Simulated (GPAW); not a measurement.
# PbSe (Clausthalite) (Fm-3m) in GPAW: single point with PBE

Aim: the single point of PbSe (Clausthalite) with PBE.

Everything below comes from runs of GPAW 26.7.0. Logs are shortened: lines on timing, memory, paths and dates and some standing lists are left out, and cuts for length are marked. The log counts tension as positive stress, the text compression.

**The experiment to reproduce.**

A printed reference work, monograph reports, for a bulk crystal of PbSe at 300 K: band gap 0.28 eV (direct).

The runs below are set against these values where they give the same quantity.

### 1 Starting point

Symmetry: Fm-3m, No. 225, cubic system. Conventional cell: a = 6.121 Å, b = 6.121 Å, c = 6.121 Å, α = 90.00°, β = 90.00°, γ = 90.00°. Pb (site symmetry m-3m) is surrounded by 6 Se at 3.06 Å. Se (site symmetry m-3m) is surrounded by 6 Pb at 3.06 Å.

### 2 Single point, PBE

Contents of run.py:

```python
from ase import Atoms
from ase.dft.bandgap import bandgap
from ase.io import write
from ase.units import GPa
from gpaw import GPAW, PW

atoms = Atoms(['Pb', 'Se'],
              cell=[[0.0, 3.06065, 3.06065],
                    [3.06065, 0.0, 3.06065],
                    [3.06065, 3.06065, 0.0]],
              scaled_positions=[[0.0, 0.0, 0.0],
                                [0.5, 0.5, 0.5]],
              pbc=True)

calc = GPAW(mode=PW(500),
            xc='PBE',
            kpts={'size': (6, 6, 6), 'gamma': True},
            occupations={'name': 'fermi-dirac', 'width': 0.05},
            nbands=19,
            maxiter=120,
            txt='gpaw.txt')
atoms.calc = calc
energy = atoms.get_potential_energy()
forces = atoms.get_forces()
stress = atoms.get_stress()
calc.write('gs.gpw')
write('result.traj', atoms)
print(f'Energy: {energy:.6f} eV')
print('Forces (eV/A):')
print(forces.round(4))
print('Stress (GPa):', (stress / GPa).round(3))
print('Fermi level:', round(calc.get_fermi_level(), 4), 'eV')
print(f'Gap: {bandgap(calc)[0]:.4f} eV, direct: {bandgap(calc, direct=True)[0]:.4f} eV')
```

Potentials or basis: GPAW PAW data sets (gpaw-data 1.2.1), pw.

Command:

```
$ OMP_NUM_THREADS=1 python run.py
```

gpaw.txt:

```text
__  _  _
 | _ |_)|_||  |
 |__||  | ||/\| - 26.7.0

Input parameters:
  mode=PW(ecut=500.0),
  kpts=MonkhorstPack(size=(6, 6, 6), gamma=True),
  maxiter=120,
  nbands=19,
  occupations=Occupations(name='fermi-dirac', width=0.05),
  xc=XC(name='PBE')

Diagonalizing LCAO Hamiltonian
Converting LCAO to pw mode

                Se

       Pb

Atoms  # Å, Bohr magnetons
|   | symbol |        x |        y |        z |    initial magnetic moments |
|---|--------|----------|----------|----------|-----------------------------|
| 0 |     Pb | 0.000000 | 0.000000 | 0.000000 | ( 0.0000,  0.0000,  0.0000) |
| 1 |     Se | 3.060650 | 3.060650 | 3.060650 | ( 0.0000,  0.0000,  0.0000) |

Unit cell  # Å
| periodic |        x |        y |        z |  lengths |    angles |
|----------|----------|----------|----------|----------|-----------|
|      yes | 0.000000 | 3.060650 | 3.060650 | 4.328413 | 60.000000 |
|      yes | 3.060650 | 0.000000 | 3.060650 | 4.328413 | 60.000000 |
|      yes | 3.060650 | 3.060650 | 0.000000 | 4.328413 | 60.000000 |

Number of symmetries: 48
Symmetry operations  # r_c * U_cc + t_c -> r_c
|    | kind |            matrix            |
|----|------|------------------------------|
|  0 |  σ   |  1, 0, 0,  1, 0,-1,  1,-1, 0 |
|  1 |  C2  |  1, 0, 0,  1,-1, 0,  1, 0,-1 |
|  2 |  E   |  1, 0, 0,  0, 1, 0,  0, 0, 1 |
|  3 |  σ   |  1, 0, 0,  0, 0, 1,  0, 1, 0 |
|  4 |  C4  |  1, 0,-1,  1, 0, 0,  1,-1, 0 |
|  5 |  S6  |  1, 0,-1,  1,-1, 0,  1, 0, 0 |
|  6 |  σ   |  1, 0,-1,  0, 1,-1,  0, 0,-1 |
|  7 |  C3  |  1, 0,-1,  0, 0,-1,  0, 1,-1 |
|  8 |  S6  |  1,-1, 0,  1, 0, 0,  1, 0,-1 |
|  9 |  C4  |  1,-1, 0,  1, 0,-1,  1, 0, 0 |
| 10 |  C3  |  1,-1, 0,  0,-1, 1,  0,-1, 0 |
| 11 |  σ   |  1,-1, 0,  0,-1, 0,  0,-1, 1 |
| 12 |  σ   |  0, 1, 0,  1, 0, 0,  0, 0, 1 |
| 13 |  C4  |  0, 1, 0,  0, 1,-1, -1, 1, 0 |
| 14 |  C3  |  0, 1, 0,  0, 0, 1,  1, 0, 0 |
| 15 |  S6  |  0, 1, 0, -1, 1, 0,  0, 1,-1 |
| 16 |  C2  |  0, 1,-1,  1, 0,-1,  0, 0,-1 |
| 17 |  σ   |  0, 1,-1,  0, 1, 0, -1, 1, 0 |
| 18 |  S4  |  0, 1,-1,  0, 0,-1,  1, 0,-1 |
| 19 |  C4  |  0, 1,-1, -1, 1, 0,  0, 1, 0 |
| 20 |  C3  |  0, 0, 1,  1, 0, 0,  0, 1, 0 |
| 21 |  σ   |  0, 0, 1,  0, 1, 0,  1, 0, 0 |
| 22 |  S6  |  0, 0, 1,  0,-1, 1, -1, 0, 1 |
| 23 |  C4  |  0, 0, 1, -1, 0, 1,  0,-1, 1 |
| 24 |  S4  |  0, 0,-1,  1, 0,-1,  0, 1,-1 |
| 25 |  C3  |  0, 0,-1,  0, 1,-1,  1, 0,-1 |
| 26 |  C2  |  0, 0,-1,  0,-1, 0, -1, 0, 0 |
| 27 |  S6  |  0, 0,-1, -1, 0, 0,  0,-1, 0 |
| 28 |  S4  |  0,-1, 1,  1,-1, 0,  0,-1, 0 |
| 29 |  C4  |  0,-1, 1,  0, 0, 1, -1, 0, 1 |
| 30 |  C2  |  0,-1, 1,  0,-1, 0,  1,-1, 0 |
| 31 |  σ   |  0,-1, 1, -1, 0, 1,  0, 0, 1 |
| 32 |  C3  |  0,-1, 0,  1,-1, 0,  0,-1, 1 |
| 33 |  S6  |  0,-1, 0,  0, 0,-1, -1, 0, 0 |
| 34 |  S4  |  0,-1, 0,  0,-1, 1,  1,-1, 0 |
| 35 |  C2  |  0,-1, 0, -1, 0, 0,  0, 0,-1 |
| 36 |  C2  | -1, 1, 0,  0, 1, 0,  0, 1,-1 |
| 37 |  S6  | -1, 1, 0,  0, 1,-1,  0, 1, 0 |
| 38 |  S4  | -1, 1, 0, -1, 0, 1, -1, 0, 0 |
| 39 |  C3  | -1, 1, 0, -1, 0, 0, -1, 0, 1 |
| 40 |  S6  | -1, 0, 1,  0, 0, 1,  0,-1, 1 |
| 41 |  C2  | -1, 0, 1,  0,-1, 1,  0, 0, 1 |
| 42 |  C3  | -1, 0, 1, -1, 1, 0, -1, 0, 0 |
| 43 |  S4  | -1, 0, 1, -1, 0, 0, -1, 1, 0 |
| 44 |  C2  | -1, 0, 0,  0, 0,-1,  0,-1, 0 |
| 45 |  i   | -1, 0, 0,  0,-1, 0,  0, 0,-1 |
| 46 |  σ   | -1, 0, 0, -1, 1, 0, -1, 0, 1 |
| 47 |  C2  | -1, 0, 0, -1, 0, 1, -1, 1, 0 |

BZ-sampling:
  Number of BZ points: 216
  Number of IBZ points: 16

  Monkhorst-Pack size: [6, 6, 6]
  Monkhorst-Pack shift: [0.08333333333333333, 0.08333333333333333, 0.08333333333333333]

K-points  # in reciprocal-cell coordinates
|     |                                coordinates |     weight |
|-----|--------------------------------------------|------------|
|   0 | (  0.00000000,   0.00000000,   0.00000000) | 0.00462963 |
|   1 | (  0.16666667,   0.16666667,   0.00000000) | 0.02777778 |
|   2 | (  0.16666667,   0.16666667,   0.16666667) | 0.03703704 |
|   3 | (  0.33333333,   0.16666667,   0.16666667) | 0.05555556 |
|   4 | (  0.33333333,   0.33333333,  -0.33333333) | 0.05555556 |
|   5 | (  0.33333333,   0.33333333,   0.00000000) | 0.02777778 |
|   6 | (  0.33333333,   0.33333333,   0.16666667) | 0.11111111 |
|   7 | (  0.33333333,   0.33333333,   0.33333333) | 0.03703704 |
|   8 | (  0.50000000,   0.33333333,  -0.33333333) | 0.11111111 |
|   9 | (  0.50000000,   0.33333333,  -0.16666667) | 0.05555556 |
| ... |                                            |            |
|  15 | (  0.50000000,   0.50000000,   0.50000000) | 0.01851852 |

Plane wave coefficients: 1470
Cutoff: 500.0 eV

Spin-components: 1 (collinear spins)
Bands:           19
Projectors:      11
Spin-degeneracy: 2
Datatype:        complex128

Parallelization:
  kpt:    1
  domain: 1
  band:   1

Density:
  Valence electrons: 20.0
  Components: 1
  Grid points: [24 24 24]
  Charge: 0.0  # |e|

Potential:
  Grid points: [24 24 24]

species:
  Pb:
    name:    Lead
    Z:       82.0
    valence: 14
    core:    68
    charge:  0.0  # [|e|]
    compensation charges:
      type: gauss
      rc: 0.38  # [Å]
      lmax: 2
    cutoffs:
      filter: 2.36  # [Å]
      core: 2.43  # [Å]
    projectors
    | kind |    occ | energy [eV] | rcut [Å] |
    |------|--------|-------------|----------|
    |   6s |  2.000 |     -11.969 |    1.259 |
    |   6p |  2.000 |      -3.506 |    1.275 |
    |   5d | 10.000 |     -21.211 |    1.217 |
    |    s |        |      15.243 |    1.259 |
    |    p |        |      23.705 |    1.275 |
    |    d |        |       6.001 |    1.217 |

    Using partial waves for Pb as LCAO basis

  Se:
    name:    Selenium
    Z:       34.0
    valence: 6
    core:    28
    charge:  0.0  # [|e|]
    compensation charges:
      type: gauss
      rc: 0.27  # [Å]
      lmax: 2
    cutoffs:
      filter: 1.77  # [Å]
      core: 2.67  # [Å]
    projectors
    | kind |    occ | energy [eV] | rcut [Å] |
    |------|--------|-------------|----------|
    |   4s |  2.000 |     -17.277 |    0.847 |
    |   4p |  4.000 |      -6.512 |    1.005 |
    |    s |        |       9.935 |    0.847 |
    |    p |        |      20.699 |    1.005 |
    |    d |        |       0.000 |    0.847 |

    Using partial waves for Se as LCAO basis

Reference energy: -633377.995495  # eV

eigensolver:
  PPCG
  Converge bands: occupied
  niter=2

density mixing:
  MSR1-Mixer
  Pratt-step length: 0.05
  Maximum mixing coefficient: 0.75
  Old densities: 10
  SVD Regularization: 0.005
  Good broyden scale: 1.0
  Trust region scale: 1.0
  Backstep threshold: 4.0
  History deletion threshold: 6.0
  Fourier metric: weight=20.0, sigma=0.015

occupation numbers:
  Fermi-Dirac:
    width: 0.0500  # eV

poisson solver:
  ecut: 4000.0  # eV

xc functional:
  name: PBE with 2 nearest neighbor stencil

convergence criteria:
- Maximum [total energy] change in last 3 cyles: 0.0005 eV / valence electron
- Maximum integral of absolute [dens]ity change: 0.0001 electrons / valence electron
- Maximum integral of absolute [eigenst]ate change: 4e-08 eV^2 / valence electron
maximum number of iterations: 120

SCF iterations
|iter     | |      energy | eigst |  dens |
|---------|-|-------------|-------|-------|
|iter:   1| |   -8.646193 | -0.24 |       |
|iter:   2| |   -8.586923 | -2.07 | -1.24 |
|iter:   3| |   -8.394088 | -1.92 | -1.28 |
|iter:   4| |   -8.395660 | -3.80 | -1.90 |
|iter:   5| |   -8.396324c| -4.36 | -2.29 |
|iter:   6| |   -8.396353c| -5.65 | -3.23 |
|iter:   7| |   -8.396356c| -6.79 | -3.77 |
|iter:   8| |   -8.396356c| -7.76c| -4.47c|

Converged in 8 steps
Energy contributions relative to reference atoms: (reference = -633377.995495)

Energy contributions:
  Kinetic:          19.908922
  Coulomb:         -20.038916
  Zero:             -0.068072
  External:          0.000000
  Xc:               -8.197774
  Entropy:          -0.001035
  Spinorbit:         0.000000
  ----------------------------
  Free energy:      -8.396874
  Extrapolated:     -8.396356

dipole moment: (-25.873173, -25.873173, -25.873173)  # |e|*Ang

Fermi level: 6.261
Eigenvalues  # (at kpt = [0.000, 0.000, 0.000])
| band index |      eig [eV] | occ [0-2] |
|------------|---------------|-----------|
|          0 |       -10.722 |     2.000 |
|        ... |               |           |
|          2 |       -10.720 |     2.000 |
|          3 |       -10.720 |     2.000 |
|          4 |       -10.720 |     2.000 |
|          5 |        -7.480 |     2.000 |
|          6 |        -0.129 |     2.000 |
|          7 |         4.213 |     2.000 |
|          8 |         4.213 |     2.000 |
|          9 |         4.213 |     2.000 |
|         10 |        10.792 |     0.000 |
|         11 |        10.792 |     0.000 |
|         12 |        10.792 |     0.000 |
|         13 |        12.628 |     0.000 |
|         14 |        12.628 |     0.000 |
|         15 |        12.628 |     0.000 |
|         16 |        14.305 |     0.000 |
|         17 |        14.529 |     0.000 |
|         18 |        15.111 |     0.000 |

Gap: 0.244 eV
Transition (v -> c):
  (s=0, k=15, n=9, [0.50, 0.50, 0.50]) -> (s=0, k=15, n=10, [0.50, 0.50, 0.50])
No difference between direct/indirect transitions

Forces  # eV/Ang
|        x |        y |        z |
|----------|----------|----------|
| -0.00000 | -0.00000 | -0.00000 |  # Pb   0
| -0.00000 |  0.00000 |  0.00000 |  # Se   1

Stress tensor  # eV/Ang^3
|         x |         y |         z |
|-----------|-----------|-----------|
| -0.012315 |  0.000000 |  0.000000 |
|  0.000000 | -0.012315 | -0.000000 |
|  0.000000 | -0.000000 | -0.012315 |

# Writing to gs.gpw (mode='')
```

Run time: 11 s. Hardware: 1 thread of Arm Neoverse V1, shared host; peak memory 0.14 GiB.

What came out:

* Free energy: -8.3969 eV
* Pressure: 2.0 GPa
* Band gap on the k mesh: 0.24 eV, direct

Caveat: the cutoff is short for stress and forces, so pressures can be off by a GPa or more; spin-orbit coupling is left out, which as a rule narrows the gap of such compounds by several tenths of an eV.

### 3 Against experiment

Step 2. Measured gap of PbSe: 0.28 eV (direct; 300 K; a printed reference work, monograph). This calculation gives 0.24 eV (-0.04 eV). 2 values of this kind are on record (0.15 to 0.28 eV); this one was drawn at random. Spin-orbit coupling on Pb, Se is left out. The value is that of PBE on a finite k mesh, which can miss the band edges, without temperature or zero-point motion. Semilocal functionals fall short of measured gaps as a rule.
